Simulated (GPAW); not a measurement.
Runs of GPAW 26.7.0 on Ge. It takes space group Fd-3m (No. 227, cubic). The conventional cell has a = 5.658 Å, b = 5.658 Å, c = 5.658 Å, α = 90.00°, β = 90.00°, γ = 90.00°. Ge (site symmetry -43m) is surrounded by 4 Ge at 2.45 Å. 

```csv
task,level,potentials or basis,cell,k mesh,cutoff (eV),smearing,optimizer,fmax,max steps,target pressure,convergence,mesh quality,gap on the mesh (eV),pressure (GPa),relaxed volume (Å³/atom)
relaxation of cell and atoms,PBEsol,"PAW data sets generated in the run's folder for this functional, pw",relaxed to 5 GPa,8 × 8 × 8,600,fermi-dirac 0.05 eV,BFGS,0.02 eV/Å,60,5 GPa,density=1e-05 forces=0.0001,not flagged,(b),5.0,-
relaxation of cell and atoms,PBEsol,"PAW data sets generated in the run's folder for this functional, pw",relaxed to 30 GPa,8 × 8 × 8,600,fermi-dirac 0.05 eV,BFGS,0.02 eV/Å,60,30 GPa,density=1e-05 forces=0.0001,not flagged,0.09,30.0,-
relaxation of cell and atoms,PBEsol,"PAW data sets generated in the run's folder for this functional, pw",relaxed,8 × 8 × 8,600,fermi-dirac 0.05 eV,BFGS,0.02 eV/Å,60,-,density=1e-05 forces=0.0001,not flagged,none,0.0,22.95
relaxation of cell and atoms,PBEsol+D3(BJ),"PAW data sets generated in the run's folder for this functional, pw",relaxed,8 × 8 × 8,600,fermi-dirac 0.05 eV,BFGS,0.02 eV/Å,60,-,density=1e-05 forces=0.0001,not flagged,0.17,0.0,22.34
relaxation of cell and atoms,PBEsol,"PAW data sets generated in the run's folder for this functional, pw",relaxed to 2 GPa,8 × 8 × 8,600,fermi-dirac 0.05 eV,BFGS,0.02 eV/Å,60,2 GPa,density=1e-05 forces=0.0001,not flagged,0.18,2.0,-
relaxation of cell and atoms,PBEsol+D4,"PAW data sets generated in the run's folder for this functional, pw",relaxed,8 × 8 × 8,600,fermi-dirac 0.05 eV,BFGS,0.02 eV/Å,60,-,density=1e-05 forces=0.0001,not flagged,0.08,0.0,(a)
```

Alike in all rows: no spin polarisation.

**Question.** Estimate the missing entries.

**Answer.** (a) 22.55; (b) 0.30.

Caveats: later steps reuse the first step's grids; the volume moved by over 15 % at a fixed basis, so the end points are rough (some runs).

A k mesh can miss the band edges, and the runs leave out spin-orbit coupling on Ge.

A gap of «none» marks a metal or a gap under the smearing width.

Runs at the PBE level aren't shown here.
